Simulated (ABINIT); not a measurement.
An input for ABINIT 10.8.3 (CdS (Hawleyite)):

```
acell 3*1.0 Angstrom
rprim 
  -0.000000000000 2.916500000000 2.916500000000
  2.916500000000 -0.000000000000 2.916500000000
  2.916500000000 2.916500000000 -0.000000000000
ntypat 2
znucl 48 16
natom 2
typat 1 2
xred 
  0.000000000000 0.000000000000 0.000000000000
  0.250000000000 0.250000000000 0.250000000000
pp_dirpath "pseudos"
pseudos "Cd.upf, S.upf"
ecut 47
ngkpt 4 4 4
nshiftk 1
shiftk 0 0 0
kptopt 1
chksymbreak 0
istwfk *1
occopt 1
irdwfk 1
optdriver 3
nband 78
ecuteps 5.5
inclvkb 2
awtr 1
symchi 1
indata_prefix "in"
outdata_prefix "out"
tmpdata_prefix "tmp"
```

```sh
OMP_NUM_THREADS=1 mpirun -n 4 abinit run.abi > log
```

How long will it take on 4 MPI ranks of Arm Neoverse V2, shared host, and how much memory?

It took 28 s; on shared hardware allow 14 s to 56 s. Peak host memory was 1.1 GiB.

[Paths, hosts, dates, memory and timing lines, banners, echoed tables and standing remarks are left out of the program output.]

[Logs are printed without paths, hosts, clocks, repeated set-up lines and the standing remarks that a program may print on its own settings, such as how far it seeks lower states.]

[Runs of the session that timed out or met a known fault of the program may be left out.]

[Hosts, paths, dates, database ids (printed as entryN), source tags and the programs' standing remarks are cut or masked in the printed files.]

[G0W0 gaps are taken among the corrected bands and points alone; a level outside them can change the order at an edge.]

[Where Ansatz stands beside ABINIT at settings called matched, ABINIT's density can come from a denser mesh and the files from another edition; pairs whose starting gaps differed by over 0.03 eV were left out, so agreement reads better than it is.]
